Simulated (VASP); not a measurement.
# SnTe (Fm-3m) in VASP: notebook

SnTe is run at these levels: PBE; tasks: single point.

All numbers are computed with VASP 6.6.1; they aren't measurements. Logs are shortened: lines on timing, memory, paths and dates and some standing lists are left out, and cuts for length are marked.

**Experimental background.**

A printed reference work, textbook reports, for a bulk crystal of SnTe at 300 K: band gap 0.18 eV (direct).

The results are compared with them further down.

## (1) The cell of the first run

Symmetry: Fm-3m, No. 225, cubic system. Conventional cell: a = 6.092 Å, b = 6.092 Å, c = 6.092 Å, α = 90.00°, β = 90.00°, γ = 90.00°. Within 4.0 Å of Sn (site symmetry m-3m) lie 6 Te at 3.05 Å. Within 4.0 Å of Te (site symmetry m-3m) lie 6 Sn at 3.05 Å.

## (2) Single point, PBE (strained)

Input file INCAR:

```
SYSTEM = SnTe
  PREC = Accurate
  ENCUT = 520
  EDIFF = 1E-7
  ISMEAR = 0
  SIGMA = 0.05
  LREAL = .FALSE.
  LASPH = .TRUE.
  NELM = 80
  ALGO = Normal
  ISIF = 2
  LWAVE = .FALSE.
  LCHARG = .TRUE.
  GGA = PE
  LELF = .TRUE.
  LVHAR = .TRUE.
  NBANDS = 17
```

Input file KPOINTS:

```
Automatic mesh
0
G
  10 10 10
  0 0 0
```

Input file POSCAR:

```
SnTe
1.0
    0.0000000000      3.0460225000      3.0460225000
    3.0460225000      0.0000000000      3.0460225000
    3.0460225000      3.0460225000      0.0000000000
Sn Te
1 1
Direct
    0.0000000000      0.0000000000      0.0000000000
    0.5000000000      0.5000000000      0.5000000000
```

Potentials or basis: VASP PAW PBE potentials, release 64 (Sn_d, Te).

Started as:

```bash
$ cat potpaw_PBE.64/Sn_d/POTCAR potpaw_PBE.64/Te/POTCAR > POTCAR
$ mpirun -np 1 vasp_std > vasp.out
```

OUTCAR:

```text
SYSTEM = SnTe
   PREC = Accurate
   ENCUT = 520
   EDIFF = 1E-7
   ISMEAR = 0
   LREAL = .FALSE.
   LASPH = .TRUE.
   NELM = 80
   ISIF = 2
   GGA = PE

 ion  position               nearest neighbor table
   1  0.000  0.000  0.000-   2 3.05   2 3.05   2 3.05   2 3.05   2 3.05   2 3.05
   2  0.500  0.500  0.500-   1 3.05   1 3.05   1 3.05   1 3.05   1 3.05   1 3.05

  LATTYP: Found a face centered cubic cell.
 ALAT       =     6.0920450000

  Lattice vectors:

 A1 = (   0.0000000000,   3.0460225000,   3.0460225000)
 A2 = (   3.0460225000,   0.0000000000,   3.0460225000)
 A3 = (   3.0460225000,   3.0460225000,   0.0000000000)

Analysis of symmetry for initial positions (statically):
=====================================================================
 Subroutine PRICEL returns:
 Original cell was already a primitive cell.

 Routine SETGRP: Setting up the symmetry group for a
 face centered cubic supercell.

 Subroutine GETGRP returns: Found 48 space group operations
[... 9 lines left out ...]

 Routine SETGRP: Setting up the symmetry group for a
 face centered cubic supercell.

 Subroutine GETGRP returns: Found 48 space group operations
[... 11 lines left out ...]
                                     Primitive cell

  volume of cell :      56.5235

  direct lattice vectors                    reciprocal lattice vectors
     0.000000000  3.046022500  3.046022500    -0.164148492  0.164148492  0.164148492
     3.046022500  0.000000000  3.046022500     0.164148492 -0.164148492  0.164148492
     3.046022500  3.046022500  0.000000000     0.164148492  0.164148492 -0.164148492

  length of vectors
     4.307726331  4.307726331  4.307726331     0.284313528  0.284313528  0.284313528

  position of ions in fractional coordinates (direct lattice)
     0.000000000  0.000000000  0.000000000
     0.500000000  0.500000000  0.500000000

  ion indices of the primitive-cell ions
   primitive index   ion index
                 1           1
                 2           2

----------------------------------------------------------------------------------------

 KPOINTS: Automatic mesh

Automatic generation of k-mesh.
 Grid dimensions read from file:
 generate k-points for:   10   10   10

 Generating k-lattice:

  Cartesian coordinates                     Fractional coordinates (reciprocal lattice)
    -0.016414849  0.016414849  0.016414849     0.100000000  0.000000000  0.000000000
[... 55 lines left out ...]
   LSORBIT =      F    spin-orbit coupling
   LASPH  =      T    aspherical Exc in radial PAW
   ENCUT  =  520.0 eV  38.22 Ry    6.18 a.u.   8.01  8.01  8.01*2*pi/ulx,y,z
   NELM   =     80;   NELMIN=  2; NELMDL= -5     # of ELM steps
   EDIFF  = 0.1E-06   stopping-criterion for ELM
   LREAL  =      F    real-space projection
   EDIFFG = 0.1E-05   stopping-criterion for IOM
   NSW    =      0    number of steps for IOM
   IBRION =     -1    ionic relax: 0-MD 1-quasi-New 2-CG
   NFREE  =      0    steps in history (QN), initial steepest desc. (CG)
   ISIF   =      2    stress and relaxation
   ISYM   =      2    0-nonsym 1-usesym 2-fastsym
   POTIM  = 0.5000    time-step for ionic-motion
   TEBEG  =    0.0;   TEEND  =   0.0 temperature during run
   PSTRESS=    0.0 pullay stress
   NELECT =      20.0000    total number of electrons
   NUPDOWN=      -1.0000    fix difference up-down
   EMIN   =  10.00;   EMAX   =-10.00  energy-range for DOS
   EFERMI =   0.00;   METHOD = LEGACY
   ISMEAR =     0;   SIGMA  =   0.05  broadening in eV -4-tet -1-fermi 0-gaus
   EFERMI_NEDOS =   21; number of points for ismear=-14 and -15
   IALGO  =     38    algorithm
   IMIX   =      4    mixing-type and parameters
     AMIX     =   0.40;   BMIX     =  1.00
     AMIX_MAG =   1.60;   BMIX_MAG =  1.00
  volume/ion in A,a.u.               =      28.26       190.72
  Fermi-wavevector in a.u.,A,eV,Ry     =   1.157911  2.188134 18.242108  1.340757
  Thomas-Fermi vector in A             =   2.294518
   LORBIT       =      0    0 simple, 1 ext, 2 COOP (PROOUT), +10 PAW based schemes
   GGA     = PE    functional components
   LHFCALC =     F    Hartree Fock is set to
   AEXX    =    0.0000 exact exchange contribution
   IVDW    =     0    specifies the selected vdW correction
   LEPSILON=     F    determine dielectric tensor
   LRPA    =     F    only Hartree local field effects (RPA)
 non-spin polarized calculation
 Gauss-broadening in eV      SIGMA  =   0.05
  energy-cutoff  :      520.00
  volume of cell :       56.52
 maximum number of plane-waves:      1540
   NGX = 17   NGY = 17   NGZ = 17

 number of electron      19.9999992 magnetization

 Free energy of the ion-electron system (eV)
  ---------------------------------------------------
  ext. energy  EPLUGINS =         0.00000000
  ---------------------------------------------------
  free energy    TOTEN  =        -7.34615799 eV

  energy without entropy =       -7.34615735  energy(sigma->0) =       -7.34615767

 E-fermi :   8.3613     XC(G=0):  -9.9576

 val. band max:        8.2399735248   @ k =   0.5000   0.0000   0.0000
 cond. band min:       8.4891698169   @ k =   0.5000   0.0000   0.0000
 fundamental gap:      0.2491962921
 Fermi energy:         8.3613254209

 k-point     1 :       0.0000    0.0000    0.0000
  band No.  band energies     occupation
      1     -13.6750      2.00000
      2     -13.6750      2.00000
      3     -13.6625      2.00000
      4     -13.6625      2.00000
      5     -13.6625      2.00000
      6      -5.3128      2.00000
[... 457 lines left out ...]
      4     -13.6499      2.00000
      5     -13.6493      2.00000
      6      -3.8712      2.00000
[... 9 lines left out ...]
     16      17.8104      0.00000
     17      18.1373      0.00000

 [... further k-points ...]

------------------------ aborting loop because EDIFF is reached ----------------------------------------

  FORCE on cell =-STRESS in cart. coord.  units (eV):
  Direction    XX          YY          ZZ          XY          YZ          ZX
  --------------------------------------------------------------------------------------
  -------------------------------------------------------------------------------------
  Total        3.0483049      3.0483049      3.0483049      0.0000000      0.0000000      0.0000000
  in kB       86.4051587     86.4051587     86.4051587      0.0000000      0.0000000      0.0000000
  external PRESSURE =      86.4051587 kB  Pullay stress =       0.0000000 kB

 VOLUME and BASIS-vectors are now :
 -----------------------------------------------------------------------------
  energy-cutoff  :      520.00
  volume of cell :       56.52
      direct lattice vectors                 reciprocal lattice vectors
     0.000000000  3.046022500  3.046022500    -0.164148492  0.164148492  0.164148492
     3.046022500  0.000000000  3.046022500     0.164148492 -0.164148492  0.164148492
     3.046022500  3.046022500  0.000000000     0.164148492  0.164148492 -0.164148492

 POSITION                                       TOTAL-FORCE (eV/Angst)
 -----------------------------------------------------------------------------------
      0.00000      0.00000      0.00000         0.000000      0.000000      0.000000
      3.04602      3.04602      3.04602         0.000000      0.000000     -0.000000
 -----------------------------------------------------------------------------------
    total drift:                                0.000000     -0.000000     -0.000000

  FREE ENERGIE OF THE ION-ELECTRON SYSTEM (eV)
  ---------------------------------------------------
  free  energy   TOTEN  =        -7.3461579854 eV

  energy  without entropy=       -7.3461573466  energy(sigma->0) =       -7.34615767
```

OSZICAR:

```text
N       E                     dE             d eps       ncg     rms          rms(c)
DAV:   1     0.125801144090E+03    0.12580E+03   -0.96230E+03  1624   0.142E+03
DAV:   2     0.392702928148E+01   -0.12187E+03   -0.11877E+03  1670   0.340E+02
DAV:   3    -0.706488135553E+01   -0.10992E+02   -0.10915E+02  2016   0.888E+01
DAV:   4    -0.736390942456E+01   -0.29903E+00   -0.29878E+00  1875   0.151E+01
DAV:   5    -0.737522614112E+01   -0.11317E-01   -0.11316E-01  2328   0.290E+00    0.605E+00
DAV:   6    -0.734546682923E+01    0.29759E-01   -0.62819E-02  2220   0.185E+00    0.376E+00
DAV:   7    -0.734667254912E+01   -0.12057E-02   -0.39769E-02  2020   0.110E+00    0.487E-01
DAV:   8    -0.734603468218E+01    0.63787E-03   -0.65536E-03  2054   0.661E-01    0.198E-01
DAV:   9    -0.734616697502E+01   -0.13229E-03   -0.43958E-04  2080   0.218E-01    0.900E-02
DAV:  10    -0.734615660383E+01    0.10371E-04   -0.57433E-05  2170   0.847E-02    0.319E-02
DAV:  11    -0.734615827423E+01   -0.16704E-05   -0.10100E-05  1909   0.289E-02    0.677E-03
DAV:  12    -0.734615814665E+01    0.12758E-06   -0.98498E-07  2030   0.813E-03    0.400E-03
DAV:  13    -0.734615783838E+01    0.30827E-06   -0.18147E-07  1806   0.257E-03    0.147E-03
DAV:  14    -0.734615795494E+01   -0.11656E-06   -0.10424E-08   944   0.114E-03    0.729E-04
DAV:  15    -0.734615798542E+01   -0.30477E-07   -0.20874E-09   906   0.343E-04
   1 F= -.73461580E+01 E0= -.73461577E+01  d E =-.638795E-06
```

It took 18 s on 1 thread of Intel Xeon 6975P-C (Granite Rapids), shared host; peak memory 0.2 GiB.

Results:

```yaml
Free_energy: -7.3462 eV
Pressure: 8.6 GPa
Band_gap_on_the_k_mesh: 0.25 eV, direct
```

Caveat: the cell differs from its parent crystal (strained); spin-orbit coupling is left out, which moves the levels of the heavy elements. A k mesh can miss the band edges.

## (3) Single point, PBE (strained)

Input file INCAR:

```
SYSTEM = SnTe
  PREC = Accurate
  ENCUT = 520
  EDIFF = 1E-6
  ISMEAR = 0
  SIGMA = 0.05
  LREAL = .False.
  LASPH = .True.
  NELM = 80
  ALGO = Normal
  ISIF = 2
  LWAVE = .False.
  LCHARG = .True.
  GGA = PE
  LELF = .True.
  LVHAR = .True.
  NBANDS = 17
```

Input file KPOINTS:

```
Automatic mesh
0
Gamma
  10 10 10
  0 0 0
```

Input file POSCAR:

```
SnTe
1.0
    0.0000000000      3.1877809150      3.1877809150
    3.1877809150      0.0000000000      3.1877809150
    3.1877809150      3.1877809150      0.0000000000
Sn Te
1 1
Direct
    0.0000000000      0.0000000000      0.0000000000
    0.5000000000      0.5000000000      0.5000000000
```

Potentials or basis: VASP PAW PBE potentials, release 64 (Sn_d, Te).

Started as:

```bash
$ cat potpaw_PBE.64/Sn_d/POTCAR potpaw_PBE.64/Te/POTCAR > POTCAR
$ mpirun -np 1 vasp_std > vasp.out
```

Wall time 27 s (1 thread of Intel Xeon 6975P-C (Granite Rapids), shared host); peak memory 0.23 GiB.

The run converged. Its results:

```yaml
Free_energy: -7.5628 eV
Pressure: 0.6 GPa
```

Levels at points of the mesh, in eV from the Fermi level:
| k point | band 7 | band 8 | band 9 | band 10 | band 11 | band 12 | band 13 | band 14 |
| --- | --- | --- | --- | --- | --- | --- | --- | --- |
| (0.00, 0.00, 0.00) | -4.84 | -2.08 | -2.08 | -2.08 | 3.24 | 3.24 | 3.24 | 4.78 |
| (0.50, 0.00, 0.00) | -8.18 | -1.75 | -1.75 | 0.00 | 0.00 | 0.39 | 0.39 | 7.67 |
| (0.50, 0.50, 0.00) | -6.48 | -5.36 | -3.61 | -3.61 | 2.28 | 4.73 | 4.73 | 6.10 |

Caveat: the cell differs from its parent crystal (strained); spin-orbit coupling is left out, which moves the levels of the heavy elements.

## (4) Single point, PBE

This run uses another cell than the first one, of 31.45 Å³/atom, 1.113 times its volume.

Input file INCAR:

```
SYSTEM = SnTe
ALGO = Normal
EDIFF = 1E-6
ENCUT = 500
GGA = PE
GGA_COMPAT = .FALSE.
ISIF = 2
ISMEAR = 0
LASPH = .TRUE.
LCHARG = .TRUE.
LELF = .TRUE.
LREAL = .FALSE.
LVHAR = .TRUE.
LWAVE = .FALSE.
NBANDS = 17
NELM = 120
PREC = Accurate
SIGMA = 0.1
```

Input file KPOINTS:

```
k-points
0
G
  6 6 6
  0 0 0
```

Input file POSCAR:

```
SnTe
1.0
    0.0000000000      3.1565000000      3.1565000000
    3.1565000000      0.0000000000      3.1565000000
    3.1565000000      3.1565000000      0.0000000000
Sn Te
1 1
Direct
    0.0000000000      0.0000000000      0.0000000000
    0.5000000000      0.5000000000      0.5000000000
```

Started as:

```bash
$ cat potpaw_PBE.64/Sn_d/POTCAR potpaw_PBE.64/Te/POTCAR > POTCAR
$ mpirun -np 1 vasp_std > vasp.out
```

It took 12 s on 1 thread of Intel Xeon 6975P-C (Granite Rapids), shared host; peak memory 0.2 GiB.

It converged, with:

```yaml
Free_energy: -7.5477 eV
Pressure: 2.0 GPa
Band_gap_on_the_k_mesh: 0.08 eV, direct
```

Levels at points of the mesh, in eV from the valence-band top:
```csv
k point,band 7,band 8,band 9,band 10,band 11,band 12,band 13,band 14
"(0.00, 0.00, 0.00)",-4.71,-2.14,-2.14,-2.14,3.32,3.32,3.32,4.75
"(0.50, 0.00, 0.00)",-8.32,-1.81,-1.81,0.00,0.08,0.36,0.36,7.75
"(0.50, 0.50, 0.00)",-6.48,-5.55,-3.73,-3.73,2.18,4.89,4.89,6.34
```

Caveat: spin-orbit coupling is left out, which moves the levels of the heavy elements.

## (5) Overview

```tsv
cell	k mesh	cutoff (eV)	smearing	gap on the mesh (eV)	pressure (GPa)
a = 4.308 Å, angles 60.0°, 2 atoms	10 × 10 × 10	520	gaussian 0.05 eV	0.25	8.6
a = 4.508 Å, angles 60.0°, 2 atoms	10 × 10 × 10	520	gaussian 0.05 eV	-	0.6
a = 4.464 Å, angles 60.0°, 2 atoms	6 × 6 × 6	500	gaussian 0.1 eV	0.08	2.0
```

Alike in all rows: task single point; level PBE; potentials or basis VASP PAW PBE potentials, release 64 (Sn_d, Te); no spin polarisation.

Caveats: spin-orbit coupling is left out, which moves the levels of the heavy elements.

Total energies depend on the potentials used, so only differences within one code and one set of settings carry meaning.

## (6) How close it comes

Step 4. A measured gap of SnTe is 0.18 eV (direct; 300 K; a printed reference work, textbook); the calculated 0.08 eV misses it by -0.10 eV. Spin-orbit coupling on Sn, Te is left out. The value is that of PBE on a finite k mesh, which can miss the band edges, without temperature or zero-point motion. Semilocal functionals fall short of measured gaps as a rule.
